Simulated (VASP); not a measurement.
# Si3N4 in VASP: a series of runs, part 2 of 2

VASP 6.6.1.

### 3 Relaxation of cell and atoms, PBE

This run uses another cell than the first one, of 10.62 Å³/atom, 1.026 times its volume.

Contents of INCAR:

```
PREC     = Accurate       # precision mode
ENCUT    = 520            # plane-wave cutoff, eV
EDIFF    = 1E-7           # SCF threshold, eV
ISMEAR   = 0              # smearing method
SIGMA    = 0.1            # smearing width, eV
LREAL    = False          # projectors in reciprocal space
LASPH    = True           # aspherical terms in the spheres
NELM     = 120            # most SCF steps
ALGO     = Normal         # electronic algorithm
ISIF     = 3              # what is computed and relaxed
LWAVE    = False          # write WAVECAR
LCHARG   = False          # write CHGCAR
GGA      = PE             # functional
IBRION   = 2              # ionic algorithm
NSW      = 60             # ionic steps
EDIFFG   = -0.005         # ionic threshold
POTIM    = 0.3            # step
KPAR     = 8
```

Contents of KPOINTS:

```
Automatic mesh
0
Gamma
  4 4 9
```

Contents of POSCAR:

```
Si3N4                                   
1.0
    7.6615435688      0.0000000724      0.0000000000
   -3.8307718471      6.6350913248      0.0000000000
    0.0000000000      0.0000000000      2.9252675728
  Si              N             
     6     8
Direct
     0.7689266303907133    0.1750350454952478    0.3256426969675971
     0.5938915848955186    0.7689266303907077    0.8256426969675974
     0.8249649545048124    0.5938915848954528    0.3256426969675971
     0.2310733696092865    0.8249649545047519    0.8256426969675974
     0.4061084151044813    0.2310733696092920    0.3256426969675971
     0.1750350454951878    0.4061084151045471    0.8256426969675973
     0.0308171468833529    0.3299966605131221    0.3256354699256883
     0.7008204863702383    0.0308171468833399    0.8256354699256883
     0.6700033394868780    0.7008204863702250    0.3256354699256883
     0.9691828531166468    0.6700033394868781    0.8256354699256883
     0.2991795136297616    0.9691828531166599    0.3256354699256883
     0.3299966605131218    0.2991795136297750    0.8256354699256883
     0.3333333300000021    0.6666666699999979    0.8255654993201461
     0.6666666699999979    0.3333333300000021    0.3255654993201461
```

Potentials or basis: VASP PAW PBE potentials, release 64 (Si, N).

Started as:

```sh
$ cat potpaw_PBE.64/Si/POTCAR potpaw_PBE.64/N/POTCAR > POTCAR
$ mpirun -np 8 vasp_std > vasp.out
```

OUTCAR:

```text
PREC = Accurate
   ENCUT = 520
   EDIFF = 1E-7
   ISMEAR = 0
   LREAL = False
   LASPH = True
   NELM = 120
   ISIF = 3
   GGA = PE
   IBRION = 2
   NSW = 60
   EDIFFG = -0.005
   POTIM = 0.3

 ion  position               nearest neighbor table
   1  0.769  0.175  0.326-  14 1.74   7 1.75   8 1.75   8 1.75   3 3.02   5 3.02   2 3.07   2 3.07
                             6 3.07   6 3.07
   2  0.594  0.769  0.826-  13 1.74   8 1.75   9 1.75   9 1.75   6 3.02   4 3.02   1 3.07   1 3.07
                             3 3.07   3 3.07
[... 1104 lines left out ...]
  energy-cutoff  :      520.00
  volume of cell :      148.71
      direct lattice vectors                 reciprocal lattice vectors
     7.661543569  0.000000072  0.000000000     0.130522001  0.075356914  0.000000000
    -3.830771847  6.635091325  0.000000000    -0.000000001  0.150713825  0.000000000
     0.000000000  0.000000000  2.925267573     0.000000000  0.000000000  0.341849070

 POSITION                                       TOTAL-FORCE (eV/Angst)
 -----------------------------------------------------------------------------------
      5.22065      1.16137      0.95259         0.000921     -0.003581     -0.000862
      1.60454      5.10190      2.41523         0.003561     -0.000993     -0.000862
      4.04544      3.94052      0.95259         0.002640      0.002588     -0.000862
     -1.38987      5.47372      2.41523        -0.000921      0.003581     -0.000862
      2.22623      1.53319      0.95259        -0.003561      0.000993     -0.000862
     -0.21467      2.69457      2.41523        -0.002640     -0.002588     -0.000862
     -1.02804      2.18956      0.95257         0.002200      0.000268      0.000394
      5.25131      0.20447      2.41520         0.000868      0.002040      0.000394
      2.44858      4.65001      0.95257        -0.001332      0.001771      0.000394
      4.85881      4.44553      2.41520        -0.002200     -0.000268      0.000394
     -1.42054      6.43062      0.95257        -0.000868     -0.002040      0.000394
      1.38220      1.98508      2.41520         0.001332     -0.001771      0.000394
     -0.00000      4.42339      2.41500        -0.000000     -0.000000      0.001402
      3.83077      2.21170      0.95237        -0.000000     -0.000000      0.001402
 -----------------------------------------------------------------------------------
    total drift:                               -0.000000     -0.000000     -0.000512

  FREE ENERGIE OF THE ION-ELECTRON SYSTEM (eV)
  ---------------------------------------------------
  free  energy   TOTEN  =      -114.5444161231 eV

  energy  without entropy=     -114.5444161231  energy(sigma->0) =     -114.54441612

 reached required accuracy - stopping structural energy minimisation
```

OSZICAR:

```text
N       E                     dE             d eps       ncg     rms          rms(c)
DAV:   1     0.314017763231E+03    0.31402E+03   -0.32180E+04  1600   0.148E+03
DAV:   2    -0.105799063826E+03   -0.41982E+03   -0.40462E+03  2080   0.301E+02
DAV:   3    -0.130465568458E+03   -0.24667E+02   -0.24526E+02  1920   0.816E+01
DAV:   4    -0.130956860513E+03   -0.49129E+00   -0.48983E+00  2032   0.118E+01
DAV:   5    -0.130967374921E+03   -0.10514E-01   -0.10510E-01  1872   0.170E+00    0.289E+01
DAV:   6    -0.114633990128E+03    0.16333E+02   -0.67417E+01  1904   0.344E+01    0.126E+01
DAV:   7    -0.114583057798E+03    0.50932E-01   -0.30008E+00  2072   0.779E+00    0.619E+00
DAV:   8    -0.114541670648E+03    0.41387E-01   -0.17695E-01  1912   0.223E+00    0.190E+00
DAV:   9    -0.114541801167E+03   -0.13052E-03   -0.36286E-02  1920   0.105E+00    0.314E-01
DAV:  10    -0.114543999730E+03   -0.21986E-02   -0.43300E-03  1944   0.304E-01    0.150E-01
DAV:  11    -0.114544377614E+03   -0.37788E-03   -0.88588E-04  1904   0.158E-01    0.278E-02
DAV:  12    -0.114544396321E+03   -0.18708E-04   -0.37191E-05  2056   0.341E-02    0.108E-02
DAV:  13    -0.114544413637E+03   -0.17316E-04   -0.17685E-05  1904   0.192E-02    0.538E-03
DAV:  14    -0.114544415778E+03   -0.21409E-05   -0.16491E-06  1944   0.631E-03    0.289E-03
DAV:  15    -0.114544416175E+03   -0.39681E-06   -0.10264E-06  1848   0.452E-03    0.142E-03
DAV:  16    -0.114544416123E+03    0.51549E-07   -0.47298E-08  1280   0.143E-03
   1 F= -.11454442E+03 E0= -.11454442E+03  d E =-.114544E+03
```

It took 32 s on 8 MPI ranks of Intel Xeon Platinum 8488C (Sapphire Rapids), shared host; peak memory 0.35 GiB.

Results:

* Free energy: -114.5444 eV
* Pressure after relaxing: -0.1 GPa
* Largest force after relaxing: 0.004 eV/Å
* Band gap on the k mesh: 4.28 eV, indirect (least direct gap 4.45 eV)

Forces in eV/Å, atoms in the order of the input:
```
Si   0.001 -0.004 -0.001
Si   0.004 -0.001 -0.001
Si   0.003  0.003 -0.001
Si  -0.001  0.004 -0.001
Si  -0.004  0.001 -0.001
Si  -0.003 -0.003 -0.001
N    0.002  0.000  0.000
N    0.001  0.002  0.000
N   -0.001  0.002  0.000
N   -0.002  0.000  0.000
N   -0.001 -0.002  0.000
N    0.001 -0.002  0.000
N    0.000  0.000  0.001
N    0.000  0.000  0.001
```

Final structure:
```
CELL_PARAMETERS angstrom
7.66154 0.00000 0.00000
-3.83077 6.63509 0.00000
0.00000 0.00000 2.92527
ATOMIC_POSITIONS crystal
Si 0.76893 0.17504 0.32564
Si 0.59389 0.76893 0.82564
Si 0.82496 0.59389 0.32564
Si 0.23107 0.82496 0.82564
Si 0.40611 0.23107 0.32564
Si 0.17503 0.40611 0.82564
N 0.03082 0.33000 0.32564
N 0.70082 0.03082 0.82564
N 0.67000 0.70082 0.32564
N 0.96918 0.67000 0.82564
N 0.29918 0.96918 0.32564
N 0.33000 0.29918 0.82564
N 0.33333 0.66667 0.82557
N 0.66667 0.33333 0.32557
```

Caveat: the relaxation stopped at its first step, so nothing moved; an odd mesh through Γ misses points on the zone boundary, where band edges often lie.
